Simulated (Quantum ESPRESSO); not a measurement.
**NiO2: equation of state with PBEsol**

The system is NiO2.

```
Ni O
1.0
     2.79878    0.00000    0.00000
    -1.39939    2.42382    0.00000
     0.00000    0.00000    4.61827
Ni O
1 2
Direct
  0.00000 0.00000 0.50000
  0.33333 0.66667 0.29396
  0.66667 0.33333 0.70604
```

The cell comes from a database or a generator and needn't be the stable form of this composition.

```json
{
 "Program": "Quantum ESPRESSO 7.5",
 "Task": "equation of state",
 "Functional": "PBEsol",
 "Potentials or basis": "GBRV 1.5 PBEsol",
 "Cutoff": "612 eV",
 "Density cutoff": "4898 eV",
 "k mesh": "11 × 11 × 6",
 "Occupations": "fermi-dirac, width 0.05 eV",
 "Spin": "collinear spin, ferromagnetic start",
 "Starting moments": "[1.0, 0.0, 0.0] μB",
 "Mixing beta": "0.3",
 "Most SCF iterations": "120",
 "SCF threshold": "6e-10 Ry"
}
```

```yaml
Equilibrium_volume: 10.24 Å³/atom
Bulk_modulus_at_fixed_shape_and_positions: 205 GPa
Pressure_derivative_of_the_bulk_modulus: 4.6
```

Energy against volume, from the lowest point:
| volume (Å³/atom) | energy (meV/atom) |
| --- | --- |
| 9.816 | 12.13 |
| 10.025 | 2.99 |
| 10.234 | 0.00 |
| 10.443 | 2.50 |
| 10.652 | 9.88 |
| 10.861 | 21.63 |
| 11.070 | 37.27 |

All runs of the series together: 3.3 min on 2 threads of Intel(R) Xeon(R) 6975P-C (Granite Rapids), on a shared host.

Caveat: the cell was scaled at fixed shape and fractional positions, which overstates the stiffness of a crystal with free parameters, most of all of layers and chains.
